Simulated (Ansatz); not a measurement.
CdI₂: parities and Z2 indices — Ansatz, plane waves and PAW

Space group P-3m1 (No. 164), 3 atoms in the cell of the first input below: a = 4.244 Å, b = 4.244 Å, c = 6.859 Å, α = 90.00°, β = 90.00°, γ = 120.00°.

The structure is a measured one, not always of the ambient phase, taken without relaxation (pressure 1.1 GPa with this functional, without spin–orbit coupling). Functional: r2SCAN.

Input:

```yaml
crystal:
  lattice:
    - [4.2439990371, 0.0, 0.0]
    - [-2.1219995185, 3.6754109797, 0.0]
    - [0.0, 0.0, 6.858999713]
  atoms:
    - { symbol: Cd, position: [0.0, 0.0, 0.0] }
    - { symbol: I, position: [0.3333333333, 0.6666666667, 0.2492] }
    - { symbol: I, position: [0.6666666667, 0.3333333333, 0.7508] }
basis:
  ecutwfc: 500
  ecutrho_ratio: 4
kpoints:
  mp_grid: { grid: [6, 6, 4] }
hamiltonian:
  xc: r2scan
scf:
  occupations: { method: gaussian, width: 0.05 }
output:
  forces: true
  stress: true
  eigenvalues: true
  populations: true
  topological_invariants: true
magnetization:
  noncollinear: true
  spin_orbit: true
```

```bash
ansatz run input.yaml --threads 4 --pin off --max-ram 9216MiB --backend cpu --events-out ev --progress --plain --runs-dir out
```

Time: 2.3 min on 4 threads of Intel(R) Xeon(R) Platinum 8259CL CPU @ 2.50GHz (Skylake/Cascade Lake) (shared host), peak memory 1.5 GiB.

Without spin–orbit coupling the gap on a 10×10×6 mesh is 2.84 eV. With it, in a separate run (self-consistent on 8×8×4, bands on 12×12×6), a gap of 2.52 eV parts the filled from the empty bands (a gap on a mesh is an upper bound, as the edges may lie between its points, so gaps on unlike meshes don't measure the coupling's effect alone). The indices are those of the lowest 54 bands, and their direct separation from the next band is open.

Odd-parity bands among them at the eight time-reversal-invariant momenta (inversion centre at 0.000 0.000 0.000):

| k | odd bands |
| --- | --- |
| 0.0 0.0 0.0 | 24 |
| 0.0 0.0 0.5 | 24 |
| 0.0 0.5 0.0 | 24 |
| 0.0 0.5 0.5 | 24 |
| 0.5 0.0 0.0 | 24 |
| 0.5 0.0 0.5 | 24 |
| 0.5 0.5 0.0 | 24 |
| 0.5 0.5 0.5 | 24 |

Q: What are the Z2 indices by the rule of Fu and Kane?

A: Each Kramers pair counts once, so δ = (−1)^(odd bands / 2): +, +, +, +, +, +, +, +. The product of all eight gives ν0, the products over the planes k_i = 1/2 the weak indices: (0;000). The Wilson-loop planes give (0;000).

Q: The cell is scaled in volume by 0.96 and 1.05 with the atoms carried along. Do the indices change?

A: No.

| volume ratio | pressure with spin–orbit coupling (GPa) | smallest direct separation sampled (eV) | at k | separation | Z2 |
| --- | --- | --- | --- | --- | --- |
| 0.96 | 2.9 | 3.040 | 0.00 -0.50 0.25 | open | (0;000) |
| 1.00 | 1.2 | 2.949 | 0.00 0.00 0.00 | open | (0;000) |
| 1.05 | -0.5 | 2.740 | 0.00 0.00 0.00 | open | (0;000) |

Caveats: Kohn–Sham gaps are too small; Z2 indices don't see topology that rests on crystal symmetry, and an even number of inversions cancels; atoms feel forces of up to 0.20 eV/Å at volume ratio 1.05; atoms feel forces of up to 0.31 eV/Å at volume ratio 0.96; no dispersion term, layers or molecules are underbound.

CdI₂ is a topologically trivial insulator at all three volumes. The count of odd bands is the same at every invariant momentum, so there is no net parity exchange between them. This is stronger than the vanishing Z2 indices alone, since the finer inversion indicator for higher-order topology vanishes too.

The chemistry explains this: the filled upper valence bands are mainly iodine 5p and the lowest empty bands largely cadmium 5s with antibonding iodine admixture. Spin–orbit coupling splits the iodine p states but is far too weak to invert them with the conduction band.

The smallest sampled direct separation, 2.949 eV, lies above the 2.52 eV gap, which suggests an indirect gap, as is known for this compound. That separation shrinks as the cell expands, probably because weaker cation–anion overlap lowers the antibonding conduction state at the zone centre. Because uniform scaling changes the Cd–I bonds and the interlayer spacing together, their separate contributions cannot be resolved.
